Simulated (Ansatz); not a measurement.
SiO2: excitons and shallow donors from band masses and screening

These are results of DFT LDA, scalar-relativistic, plane waves, PAW in Ansatz 0.2.0, not measurements.

Plane waves to 420 eV, a k mesh through Γ of 6×6×4 on the computed 9-atom cell and Gaussian smearing (0.02 eV); no spin polarisation.

Relaxed cell: P6_422, a = 5.039 Å, b = 5.039 Å, c = 5.525 Å, α = 90.00°, β = 90.00°, γ = 120.00°, 9 atoms in the primitive cell. This form isn't the usual stable structure of the compound.

The calculation gives a Kohn–Sham gap of 5.49 eV, an electron mass of 0.53 mₑ and a hole mass of 2.52 mₑ (harmonic means over x, y, z and over the bands degenerate at each edge), and ε∞ = 2.51 (independent particles, mean of the diagonal). Masses and screening differ among the axes, which the isotropic model averages.

Task: Estimate the binding energy and radius of a Wannier–Mott exciton and of a shallow donor, and say whether the hydrogenic model can hold.

Result: The reduced mass is μ = mₙmₕ/(mₙ + mₕ) = 0.438 mₑ, with mₙ and mₕ the band masses. With E_b = 13.606 eV × μ/ε² and a = 0.529 Å × ε/μ (μ in mₑ) the exciton has E_b = 945 meV and a = 3.0 Å. For a donor μ is the electron mass: 1144 meV and 2.5 Å. The radius isn't large against the shortest lattice vector (5.04 Å), so the continuum picture is doubtful and the numbers are only a scale. In a polar crystal the ions screen too, so a state bound more weakly than an optical phonon feels the larger static constant, which lowers the energy and widens the orbit. The other way, the small Kohn–Sham gap and the missing local fields make ε∞ too large and the masses tend to be too light, which underbinds. The edges lie at different points of the zone, so the exciton is indirect.